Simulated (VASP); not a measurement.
# HC60N3 (a cell with a defect) in VASP: further runs, part 2 of 3

VASP 6.6.1.

## Step 3: Single point, LDA

The input, INCAR:

```
SYSTEM = HC60N3
PREC = Accurate ; ENCUT = 520
EDIFF = 1E-6 ; ISMEAR = 0
SIGMA = 0.03 ; LREAL = .FALSE.
LASPH = .TRUE. ; NELM = 100
ALGO = Normal ; ISIF = 2
LWAVE = .FALSE. ; LCHARG = .TRUE.
LELF = .TRUE. ; LVHAR = .TRUE.
```

The input, KPOINTS:

```
Automatic mesh
0
G
  2 2 2
  0 0 0
```

The input, POSCAR:

```
HC60N3
1.0
    7.1400000000      0.0000000000      0.0000000000
    0.0000000000      7.1400000000      0.0000000000
    0.0000000000      0.0000000000      7.1400000000
H C N
1 60 3
Direct
    0.5298888200      0.5595991800      0.5447440000
    0.6319130000      0.6319130000      0.6319130000
    0.5014860000      0.7507060000      0.7507060000
    0.7507060000      0.5014860000      0.7507060000
    0.7507060000      0.7507060000      0.5014860000
    0.4950870000      0.2505090000      0.7494590000
    0.4950870000      0.7494590000      0.2505090000
    0.2505090000      0.4950870000      0.7494590000
    0.7494590000      0.4950870000      0.2505090000
    0.2505090000      0.7494590000      0.4950870000
    0.7494590000      0.2505090000      0.4950870000
    0.6235760000      0.3759650000      0.8734240000
    0.6235760000      0.8734240000      0.3759650000
    0.3759650000      0.6235760000      0.8734240000
    0.8734240000      0.6235760000      0.3759650000
    0.3759650000      0.8734240000      0.6235760000
    0.8734240000      0.3759650000      0.6235760000
    0.5050870000      0.2510410000      0.2510410000
    0.2510410000      0.5050870000      0.2510410000
    0.2510410000      0.2510410000      0.5050870000
    0.1273950000      0.6227350000      0.6227350000
    0.6227350000      0.1273950000      0.6227350000
    0.6227350000      0.6227350000      0.1273950000
    0.9999620000      0.4999560000      0.4999560000
    0.4999560000      0.9999620000      0.4999560000
    0.4999560000      0.4999560000      0.9999620000
    0.1278200000      0.3773090000      0.3773090000
    0.3773090000      0.1278200000      0.3773090000
    0.3773090000      0.3773090000      0.1278200000
    0.6239330000      0.8758650000      0.8758650000
    0.8758650000      0.6239330000      0.8758650000
    0.8758650000      0.8758650000      0.6239330000
    0.0011195000      0.7494200000      0.7494200000
    0.7494200000      0.0011195000      0.7494200000
    0.7494200000      0.7494200000      0.0011195000
    0.1237350000      0.3750450000      0.8761320000
    0.1237350000      0.8761320000      0.3750450000
    0.3750450000      0.1237350000      0.8761320000
    0.8761320000      0.1237350000      0.3750450000
    0.3750450000      0.8761320000      0.1237350000
    0.8761320000      0.3750450000      0.1237350000
    0.9987500000      0.2495250000      0.7493430000
    0.9987500000      0.7493430000      0.2495250000
    0.2495250000      0.9987500000      0.7493430000
    0.7493430000      0.9987500000      0.2495250000
    0.2495250000      0.7493430000      0.9987500000
    0.7493430000      0.2495250000      0.9987500000
    0.1237820000      0.1237820000      0.6246850000
    0.1237820000      0.6246850000      0.1237820000
    0.6246850000      0.1237820000      0.1237820000
    0.0017403000      0.2503660000      0.2503660000
    0.2503660000      0.0017403000      0.2503660000
    0.2503660000      0.2503660000      0.0017403000
    0.1249420000      0.8743930000      0.8743930000
    0.8743930000      0.1249420000      0.8743930000
    0.8743930000      0.8743930000      0.1249420000
    0.9999680000      0.9999680000      0.4998950000
    0.9999680000      0.4998950000      0.9999680000
    0.4998950000      0.9999680000      0.9999680000
    0.1254050000      0.1254050000      0.1254050000
    0.9997840000      0.9997840000      0.9997840000
    0.6351560000      0.3648080000      0.3648080000
    0.3648080000      0.6351560000      0.3648080000
    0.3648080000      0.3648080000      0.6351560000
```

Potentials or basis: VASP PAW LDA potentials, release 64 (H, C, N).

Launch:

```bash
$ cat potpaw_LDA.64/H/POTCAR potpaw_LDA.64/C/POTCAR potpaw_LDA.64/N/POTCAR > POTCAR
$ mpirun -np 1 vasp_std > vasp.out
```

OUTCAR:

```text
SYSTEM = HC60N3
   PREC = Accurate
   ENCUT = 520
   EDIFF = 1E-6
   ISMEAR = 0
   LREAL = .FALSE.
   LASPH = .TRUE.
   NELM = 100
   ISIF = 2

 ion  position               nearest neighbor table
   1  0.530  0.560  0.545-   2 1.09
   2  0.632  0.632  0.632-   1 1.09   3 1.52   4 1.52   5 1.52
   3  0.501  0.751  0.751-   2 1.52  30 1.54  16 1.55  14 1.55
   4  0.751  0.501  0.751-   2 1.52  31 1.54  17 1.55  12 1.55
   5  0.751  0.751  0.501-   2 1.52  32 1.54  15 1.55  13 1.55
   6  0.495  0.251  0.749-  64 1.48  38 1.54  22 1.56  12 1.56
   7  0.495  0.749  0.251-  63 1.48  40 1.54  23 1.56  13 1.56
[... 52 lines left out ...]
  60  0.125  0.125  0.125-  51 1.54  52 1.54  53 1.54  61 1.55
  61  1.000  1.000  1.000-  54 1.55  55 1.55  56 1.55  60 1.55
  62  0.635  0.365  0.365-  18 1.48  11 1.48   9 1.48
  63  0.365  0.635  0.365-  19 1.48  10 1.48   7 1.48
  64  0.365  0.365  0.635-  20 1.48   8 1.48   6 1.48

  LATTYP: Found a simple cubic cell.
 ALAT       =     7.1400000000

  Lattice vectors:

 A1 = (   7.1400000000,   0.0000000000,   0.0000000000)
 A2 = (   0.0000000000,   7.1400000000,   0.0000000000)
 A3 = (   0.0000000000,   0.0000000000,   7.1400000000)

Analysis of symmetry for initial positions (statically):
=====================================================================
 Subroutine PRICEL returns:
 Original cell was already a primitive cell.

 Routine SETGRP: Setting up the symmetry group for a
 simple cubic supercell.

 Subroutine GETGRP returns: Found  1 space group operations
 (whereof  1 operations were pure point group operations)
 out of a pool of 48 trial point group operations.

The static configuration has the point symmetry C_1 .

Analysis of symmetry for dynamics (positions and initial velocities):
=====================================================================
 Subroutine PRICEL returns:
 Original cell was already a primitive cell.

 Routine SETGRP: Setting up the symmetry group for a
 simple cubic supercell.

 Subroutine GETGRP returns: Found  1 space group operations
 (whereof  1 operations were pure point group operations)
 out of a pool of 48 trial point group operations.

The dynamic configuration has the point symmetry C_1 .

 Subroutine INISYM returns: Found  1 space group operations
 (whereof  1 operations are pure point group operations),
 and found     1 'primitive' translations

----------------------------------------------------------------------------------------

                                     Primitive cell

  volume of cell :     363.9943

  direct lattice vectors                    reciprocal lattice vectors
     7.140000000  0.000000000  0.000000000     0.140056022  0.000000000  0.000000000
     0.000000000  7.140000000  0.000000000     0.000000000  0.140056022  0.000000000
     0.000000000  0.000000000  7.140000000     0.000000000  0.000000000  0.140056022

  length of vectors
     7.140000000  7.140000000  7.140000000     0.140056022  0.140056022  0.140056022

  position of ions in fractional coordinates (direct lattice)
     0.529888820  0.559599180  0.544744000
     0.631913000  0.631913000  0.631913000
     0.501486000  0.750706000  0.750706000
[... 159 lines left out ...]
  0.000000  0.500000  0.000000      1.000000
  0.000000  0.000000  0.500000      1.000000
  0.500000  0.500000  0.000000      1.000000
  0.000000  0.500000  0.500000      1.000000
  0.500000  0.000000  0.500000      1.000000
  0.500000  0.500000  0.500000      1.000000
   k-points           NKPTS =      8   k-points in BZ     NKDIM =      8   number of bands    NBANDS=    161
   number of dos      NEDOS =    301   number of ions     NIONS =     64
   total plane-waves  NPLWV = 157464
   dimension x,y,z NGX =    54 NGY =   54 NGZ =   54
   dimension x,y,z NGXF=   108 NGYF=  108 NGZF=  108
   ions per type =               1  60   3
   NGX,Y,Z   is equivalent  to a cutoff of  12.57, 12.57, 12.57 a.u.
   NGXF,Y,Z  is equivalent  to a cutoff of  25.15, 25.15, 25.15 a.u.
 SYSTEM =  HC60N3
   PREC   = accura    normal or accurate (medium, high low for compatibility)
   ISTART =      0    job   : 0-new  1-cont  2-samecut
   ICHARG =      2    charge: 1-file 2-atom 10-const
   ISPIN  =      1    spin polarized calculation?
   LNONCOLLINEAR =      F non collinear calculations
   LSORBIT =      F    spin-orbit coupling
   LASPH  =      T    aspherical Exc in radial PAW
   ENCUT  =  520.0 eV  38.22 Ry    6.18 a.u.  13.28 13.28 13.28*2*pi/ulx,y,z
   NELM   =    100;   NELMIN=  2; NELMDL= -5     # of ELM steps
   EDIFF  = 0.1E-05   stopping-criterion for ELM
   LREAL  =      F    real-space projection
   EDIFFG = 0.1E-04   stopping-criterion for IOM
   NSW    =      0    number of steps for IOM
   IBRION =     -1    ionic relax: 0-MD 1-quasi-New 2-CG
   NFREE  =      0    steps in history (QN), initial steepest desc. (CG)
   ISIF   =      2    stress and relaxation
   ISYM   =      2    0-nonsym 1-usesym 2-fastsym
   POTIM  = 0.5000    time-step for ionic-motion
   TEBEG  =    0.0;   TEEND  =   0.0 temperature during run
   PSTRESS=    0.0 pullay stress
   NELECT =     256.0000    total number of electrons
   NUPDOWN=      -1.0000    fix difference up-down
   EMIN   =  10.00;   EMAX   =-10.00  energy-range for DOS
   EFERMI =   0.00;   METHOD = LEGACY
   ISMEAR =     0;   SIGMA  =   0.03  broadening in eV -4-tet -1-fermi 0-gaus
   EFERMI_NEDOS =   21; number of points for ismear=-14 and -15
   IALGO  =     38    algorithm
   IMIX   =      4    mixing-type and parameters
     AMIX     =   0.40;   BMIX     =  1.00
     AMIX_MAG =   1.60;   BMIX_MAG =  1.00
  volume/ion in A,a.u.               =       5.69        38.38
  Fermi-wavevector in a.u.,A,eV,Ry     =   1.455872  2.751200 28.838420  2.119564
  Thomas-Fermi vector in A             =   2.572856
   LORBIT       =      0    0 simple, 1 ext, 2 COOP (PROOUT), +10 PAW based schemes
   GGA     = CA    functional components
   LHFCALC =     F    Hartree Fock is set to
   AEXX    =    0.0000 exact exchange contribution
   IVDW    =     0    specifies the selected vdW correction
   LEPSILON=     F    determine dielectric tensor
   LRPA    =     F    only Hartree local field effects (RPA)
 non-spin polarized calculation
 Gauss-broadening in eV      SIGMA  =   0.03
  energy-cutoff  :      520.00
  volume of cell :      363.99
 maximum number of plane-waves:      9808
 NGX is ok and might be reduce to    54
   NGX = 27   NGY = 27   NGZ = 27

 number of electron     255.9999985 magnetization

 Free energy of the ion-electron system (eV)
  ---------------------------------------------------
  ext. energy  EPLUGINS =         0.00000000
  ---------------------------------------------------
  free energy    TOTEN  =      -635.28063943 eV

  energy without entropy =     -635.28063943  energy(sigma->0) =     -635.28063943

 E-fermi :  10.0007     XC(G=0): -13.4343

 val. band max:        9.8493343089   @ k =   0.0000   0.0000   0.0000
 cond. band min:      13.4497928847   @ k =   0.0000   0.5000   0.0000
 fundamental gap:      3.6004585757
 Fermi energy:        10.0006884798

 k-point     1 :       0.0000    0.0000    0.0000
  band No.  band energies     occupation
      1     -12.1023      2.00000
      2     -10.4699      2.00000
      3     -10.4350      2.00000
      4     -10.0093      2.00000
      5      -9.6321      2.00000
      6      -9.6283      2.00000
[... 1133 lines left out ...]
    139      15.3839      0.00000
    140      15.3879      0.00000
 [bands above 140 left out]

------------------------ aborting loop because EDIFF is reached ----------------------------------------

  FORCE on cell =-STRESS in cart. coord.  units (eV):
  Direction    XX          YY          ZZ          XY          YZ          ZX
  --------------------------------------------------------------------------------------
  -------------------------------------------------------------------------------------
  Total      -30.1640008    -28.8286985    -29.4408242     -1.5145984     -1.0118275     -2.0703513
  in kB     -132.7715087   -126.8939696   -129.5883354     -6.6667388     -4.4537150     -9.1129712
  external PRESSURE =    -129.7512712 kB  Pullay stress =       0.0000000 kB

 VOLUME and BASIS-vectors are now :
 -----------------------------------------------------------------------------
  energy-cutoff  :      520.00
  volume of cell :      363.99
      direct lattice vectors                 reciprocal lattice vectors
     7.140000000  0.000000000  0.000000000     0.140056022  0.000000000  0.000000000
     0.000000000  7.140000000  0.000000000     0.000000000  0.140056022  0.000000000
     0.000000000  0.000000000  7.140000000     0.000000000  0.000000000  0.140056022

 POSITION                                       TOTAL-FORCE (eV/Angst)
 -----------------------------------------------------------------------------------
      3.78341      3.99554      3.88947         0.466713     -0.727724     -0.175130
      4.51186      4.51186      4.51186        -0.180570      0.540163      0.169549
      3.58061      5.36004      5.36004         0.198596      0.252795      0.263317
      5.36004      3.58061      5.36004        -0.251558     -0.163348     -0.239555
      5.36004      5.36004      3.58061        -0.014638     -0.011599      0.018430
      3.53492      1.78863      5.35114        -0.036695      0.095956     -0.094437
[... 56 lines left out ...]
      2.60473      4.53501      2.60473        -0.210314      0.169471     -0.191130
      2.60473      2.60473      4.53501        -0.185850     -0.161817      0.178734
 -----------------------------------------------------------------------------------
    total drift:                               -0.000358     -0.000400     -0.000421

  FREE ENERGIE OF THE ION-ELECTRON SYSTEM (eV)
  ---------------------------------------------------
  free  energy   TOTEN  =      -635.2806394250 eV

  energy  without entropy=     -635.2806394250  energy(sigma->0) =     -635.28063943
```

Wall time 11 min (1 thread of AMD EPYC 9R45 (Zen 5), shared host); peak memory 0.47 GiB.

Results:

```
Free energy            : -635.2806 eV
Pressure               : -13.0 GPa
Largest force          : 0.882 eV/Å
Band gap on the k mesh : 3.60 eV, indirect (least direct gap 3.68 eV)
```

Forces in eV/Å, atoms in the order of the input:
```
H    0.467 -0.728 -0.175
C   -0.181  0.540  0.170
C    0.199  0.253  0.263
C   -0.252 -0.163 -0.240
C   -0.015 -0.012  0.018
C   -0.037  0.096 -0.094
C   -0.019 -0.042  0.036
C    0.055 -0.073 -0.051
C   -0.096 -0.077  0.105
C    0.004 -0.013 -0.044
C   -0.113  0.119 -0.063
C    0.012 -0.012  0.015
C    0.007  0.009  0.014
C    0.016 -0.003  0.003
C    0.007  0.003 -0.009
C    0.027  0.009  0.001
C    0.016 -0.023  0.011
C    0.081  0.089  0.093
C    0.053  0.012  0.050
C    0.077  0.070  0.055
C   -0.015 -0.009 -0.001
C    0.006 -0.009  0.002
C    0.005 -0.007 -0.011
C   -0.003 -0.001 -0.002
C   -0.003  0.010 -0.002
C   -0.003  0.000  0.003
C   -0.012 -0.002  0.004
C   -0.001 -0.009 -0.006
C    0.005 -0.006 -0.011
C   -0.057  0.041  0.048
C   -0.028  0.050 -0.034
C    0.012 -0.001 -0.004
C    0.003  0.013  0.002
C   -0.006 -0.007  0.003
C   -0.007  0.013 -0.002
C    0.000 -0.003 -0.002
C    0.005 -0.005 -0.009
C   -0.003  0.002 -0.001
C    0.001 -0.001  0.001
C   -0.010 -0.006  0.006
C    0.000  0.000 -0.002
C    0.004  0.004 -0.005
C   -0.001 -0.002  0.006
C   -0.001 -0.004 -0.002
C   -0.005  0.002 -0.003
C    0.004  0.000 -0.005
C   -0.006  0.000  0.005
C    0.001  0.001  0.005
C    0.004  0.022  0.003
C   -0.007  0.002  0.001
C   -0.004 -0.003 -0.007
C   -0.004 -0.001 -0.001
C   -0.007 -0.001 -0.003
C    0.001  0.000  0.002
C   -0.002  0.000 -0.004
C    0.001 -0.003  0.001
C    0.007 -0.002  0.006
C   -0.004 -0.024 -0.007
C    0.032  0.010  0.015
C   -0.002 -0.003 -0.003
C   -0.001  0.004  0.001
N    0.189 -0.128 -0.137
N   -0.210  0.169 -0.191
N   -0.186 -0.162  0.179
```

Levels at points of the mesh, in eV from the valence-band top:
```csv
k point,band 124,band 125,band 126,band 127,band 128,band 129,band 130,band 131,band 132,band 133
"(0.00, 0.00, 0.00)",-1.52,-1.47,-0.31,-0.05,0.00,3.68,3.84,3.85,4.04,4.04
"(0.50, 0.00, 0.00)",-2.23,-1.77,-1.00,-0.67,-0.59,3.61,3.74,4.59,4.98,5.63
"(0.00, 0.50, 0.00)",-2.23,-1.75,-1.00,-0.71,-0.53,3.60,3.74,4.59,4.95,5.63
"(0.00, 0.00, 0.50)",-2.23,-1.76,-1.00,-0.70,-0.55,3.61,3.74,4.59,4.97,5.63
"(0.50, 0.50, 0.00)",-1.32,-1.26,-1.22,-0.46,-0.31,4.92,4.95,5.17,5.40,5.50
"(0.00, 0.50, 0.50)",-1.32,-1.23,-1.20,-0.45,-0.34,4.92,4.96,5.16,5.41,5.51
"(0.50, 0.00, 0.50)",-1.32,-1.29,-1.23,-0.47,-0.28,4.93,4.94,5.17,5.38,5.50
"(0.50, 0.50, 0.50)",-2.09,-2.08,-0.78,-0.48,-0.39,4.83,4.85,5.04,5.36,5.42
```

Caveat: the k mesh is coarse (spacing up to 0.44 Å⁻¹), so the values aren't converged. LDA gaps usually lie below the measured ones, often by a third to a half.

[end of part 2 of 3]
